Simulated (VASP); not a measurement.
Crystal: SnSe.

```
Sn Se
1.0
     0.00000    3.01043    3.01043
     3.01043    0.00000    3.01043
     3.01043    3.01043    0.00000
Sn Se
1 1
Cartesian
  0.0000 0.0000 0.0000
  3.0104 3.0104 3.0104
```

Measurements of this composition are mostly on another form, of space group No. 62.

- Program: VASP 6.6.1
- Task: relaxation of cell and atoms
- Functional: PBEsol
- Potentials or basis: VASP PAW PBE potentials, release 64 (Sn_d, Se)
- Cutoff: 600 eV
- k mesh: 8 × 8 × 8
- Occupations: gaussian, width 0.02 eV
- Spin: no spin polarisation

At the start: pressure -1.9 GPa; volume 27.28 Å³/atom.

Problem. Where does the relaxation end?

Solution. Over 3 steps the energy falls by 6.1 meV/atom and the volume is 26.30 Å³/atom (-3.6 %); space group Fm-3m (No. 225, to 0.05 Å).

Step by step:
```
step  energy change (eV)  largest force (eV/Å)  pressure (GPa)  volume (Å³)
   1              0.0000                0.0000           -1.92        54.57
   2             -0.0110                0.0000            0.63        52.02
   3             -0.0122                0.0000            0.01        52.60
```

Final structure:
```yaml
crystal:
  lattice:
    - [0.00000, 2.97375, 2.97375]
    - [2.97375, 0.00000, 2.97375]
    - [2.97375, 2.97375, 0.00000]
  atoms:
    - { symbol: Sn, position: [0.00000, 0.00000, 0.00000] }
    - { symbol: Se, position: [0.50000, 0.50000, 0.50000] }
```

Caveat: the PAW data sets were made with another functional, which shifts forces and pressure a little.
